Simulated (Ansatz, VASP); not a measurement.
Cr: VASP beside Ansatz

File INCAR:

```
SYSTEM = Cr
PREC = Accurate ; ENCUT = 520
EDIFF = 1E-7 ; ISMEAR = -1
SIGMA = 0.1 ; LREAL = .False.
LASPH = .True. ; NELM = 80
ALGO = Normal ; ISIF = 2
LWAVE = .False. ; LCHARG = .False.
GGA = RE ; NBANDS = 19
```

Contents of KPOINTS:

```
regular mesh
0
Gamma
  16 16 8
  0 0 0
```

File POSCAR:

```
Cr
1.0
    2.5670552940      0.0000000000      0.0000000000
   -1.2835276470      2.2231350975      0.0000000000
    0.0000000000      0.0000000000      4.5850200620
Cr
2
Direct
    0.3333333333      0.6666666667      0.2500000000
    0.6666666667      0.3333333333      0.7500000000
```

Input for Ansatz:

```yaml
crystal:
  lattice:
    - [2.567055294, 0.0, 0.0]
    - [-1.283527647, 2.2231350975, 0.0]
    - [0.0, 0.0, 4.585020062]
  atoms:
    - { symbol: Cr, position: [0.3333333333, 0.6666666667, 0.25] }
    - { symbol: Cr, position: [0.6666666667, 0.3333333333, 0.75] }
hamiltonian:
  xc: revpbe
  pseudopotentials:
    kind: paw
    azcp:
      Cr: "pseudopotentials/Cr.paw.azcp"
basis:
  ecutwfc: 420
  fft_grid_basis: typed
kpoints:
  mp_grid: { grid: [16, 16, 8], shift: [0, 0, 0] }
magnetization:
  spin_polarized: false
scf:
  occupations: { method: fermi_dirac, width: 0.1 }
  lower_state_search: "off"
output:
  stress: true
```

Alike in both runs: task single point; functional revPBE; k mesh 16 × 16 × 8; occupations fermi-dirac, width 0.1 eV; no spin polarisation.

|  | VASP | Ansatz |
| --- | --- | --- |
| version | VASP 6.6.1 | Ansatz 0.2.0 |
| potentials or method | VASP PAW PBE potentials, release 64 (Cr_pv) | plane waves (420 eV) with PAW, scalar-relativistic |
| plane-wave cutoff (eV) | 520 | 420 |
| valence electrons in the cell | 24 | 28 |

```csv
,VASP,Ansatz,Ansatz less VASP
pressure (GPa),-14.9,-14.7,+0.24
largest component of the traceless stress (GPa),1.09,1.02,-0.070
```

The two sets of potentials don't hold the same shells in valence.

Caveats: the PAW data sets were made with another functional, which shifts forces and pressure a little (VASP); the run has no spin polarisation, though such a crystal can be magnetic. Spin polarisation is off, so any magnetic state and its effect on volume and gap are missing.
